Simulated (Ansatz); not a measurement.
Ge: random displacements

All numbers below come from Ansatz, DFT PBEsol, scalar-relativistic, plane waves, PAW. Settings: plane waves to 420 eV, k-mesh 12×12×4 (Γ-centred), Gaussian smearing 0.15 eV. No spin polarisation. Energies are free energies at this smearing, counted from the undisturbed cell; pressure is positive in compression.

The undisturbed cell (relaxed at this level; this form isn't the usual structure):

```yaml
crystal:
  lattice:
    - [4.00416, 0.00000, 0.00000]
    - [-2.00208, 3.46771, 0.00000]
    - [0.00000, 0.00000, 13.14505]
  atoms:
    - { symbol: Ge, position: [0.00000, 0.00000, 0.40681] }
    - { symbol: Ge, position: [0.00000, 0.00000, 0.59319] }
    - { symbol: Ge, position: [0.00000, 0.00000, 0.90681] }
    - { symbol: Ge, position: [0.00000, 0.00000, 0.09319] }
    - { symbol: Ge, position: [0.33333, 0.66667, 0.34414] }
    - { symbol: Ge, position: [0.66667, 0.33333, 0.65586] }
    - { symbol: Ge, position: [0.66667, 0.33333, 0.84414] }
    - { symbol: Ge, position: [0.33333, 0.66667, 0.15586] }
```

The atoms are displaced (Å, in the unstrained cell):

```csv
atom,ux,uy,uz
Ge1,0.015,-0.016,-0.021
Ge2,-0.059,0.019,-0.011
Ge3,0.018,0.000,0.036
Ge4,-0.022,-0.005,-0.012
Ge5,-0.026,0.009,0.008
Ge6,0.015,0.021,0.019
Ge7,0.069,-0.073,0.000
Ge8,-0.011,0.045,-0.019
```

Strain (Voigt, engineering shear): (0.0215, -0.0003, 0.0015, -0.0251, -0.0088, -0.0047).

(1) What are the energy change, the stress and the forces?

Answers

(1) ΔE = 16.4 meV/atom; stress (xx, yy, zz, yz, xz, xy; compression positive) (-2.35, -1.45, -0.18, 0.70, 0.11, -0.54) GPa.
| atom | Fx (eV/Å) | Fy | Fz |
| --- | --- | --- | --- |
| Ge1 | -0.37 | 0.22 | 0.15 |
| Ge2 | 0.64 | 0.00 | 0.14 |
| Ge3 | 0.47 | -0.42 | -0.58 |
| Ge4 | 0.12 | 0.22 | 0.38 |
| Ge5 | 0.35 | -0.19 | -0.22 |
| Ge6 | -0.57 | -0.05 | -0.29 |
| Ge7 | -0.51 | 0.45 | 0.29 |
| Ge8 | -0.13 | -0.22 | 0.12 |

Cost: 1 run of about 5.3 core-minutes, on Arm Neoverse V2 (shared hosts).